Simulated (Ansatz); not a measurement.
# ZnGeP2: the cost of one run

Computed with Ansatz 0.2.0 (DFT PBE, scalar-relativistic, plane waves, PAW, unless a step's input says otherwise).

3 further runs of the same task are left out: 1 that didn't finish, 2 set aside as unsound or not needed.

## Step 1: The starting structure

Symmetry: I-42d, No. 122, tetragonal system. Conventional cell: a = 5.500 Å, b = 5.500 Å, c = 10.844 Å, α = 90.00°, β = 90.00°, γ = 90.00°. Zn (site symmetry -4) has 4 P at 2.38 Å as nearest neighbours. Ge (site symmetry -4) has 4 P at 2.36 Å as nearest neighbours. P (site symmetry 2) is surrounded by 2 Ge at 2.36 Å and 2 Zn at 2.38 Å.

Coordinates:

```cif
data_structure
_symmetry_space_group_name_H-M 'P 1'
_symmetry_Int_Tables_number 1
_cell_length_a 6.6727
_cell_length_b 6.6727
_cell_length_c 6.6727
_cell_angle_alpha 131.321
_cell_angle_beta 131.321
_cell_angle_gamma 71.304
_cell_volume 164.03
loop_
_atom_site_label
_atom_site_type_symbol
_atom_site_fract_x
_atom_site_fract_y
_atom_site_fract_z
_atom_site_occupancy
Zn1 Zn 0.00000 0.00000 0.00000 1
Zn2 Zn 0.75000 0.25000 0.50000 1
Ge1 Ge 0.50000 0.50000 0.00000 1
Ge2 Ge 0.25000 0.75000 0.50000 1
P1 P 0.37500 0.37839 0.50339 1
P2 P 0.62161 0.12500 0.99661 1
P3 P 0.87500 0.87161 0.49661 1
P4 P 0.12839 0.62500 0.00339 1
```

It is the result of an earlier relaxation at this level (volume 20.50 Å³/atom; gap on the mesh: 1.14 eV).

## Step 2: Tight relaxation for the response runs

Response functions are second derivatives at a minimum, so forces and stress are first brought close to zero on the mesh and occupations that the response runs use.

Input file input.yaml:

```yaml
crystal:
  lattice:
    - [-2.7500814185, 2.7500814185, 5.4220272123]
    - [2.7500814185, -2.7500814185, 5.4220272123]
    - [2.7500814185, 2.7500814185, -5.4220272123]
  atoms:
    - { symbol: Zn, position: [0.0, 0.0, 0.0] }
    - { symbol: Zn, position: [0.75, 0.25, 0.5] }
    - { symbol: Ge, position: [0.5, 0.5, 0.0] }
    - { symbol: Ge, position: [0.25, 0.75, 0.5] }
    - { symbol: P, position: [0.375, 0.3783883389, 0.5033883389] }
    - { symbol: P, position: [0.6216116611, 0.125, 0.9966116611] }
    - { symbol: P, position: [0.875, 0.8716116611, 0.4966116611] }
    - { symbol: P, position: [0.1283883389, 0.625, 0.0033883389] }
basis:
  ecutwfc: 420
kpoints:
  mp_grid: { grid: [8, 8, 8] }
hamiltonian:
  xc: pbe
scf:
  occupations: { method: fixed }
output:
  forces: true
  stress: true
  eigenvalues: true
relax:
  adjacent_minimum: "off"
  f_tol: 0.001
  max_steps: 60
  cell: { stress_tol: 0.01 }
```

Started as:

```sh
ansatz run input.yaml --threads 4 --pin off --max-ram 10240MiB --backend cpu --events-out ev --progress --plain --runs-dir out
```

What time and memory should one allow on 4 threads of AMD EPYC (Zen 3), shared host?

About 42 s, with a peak of 0.73 GiB.
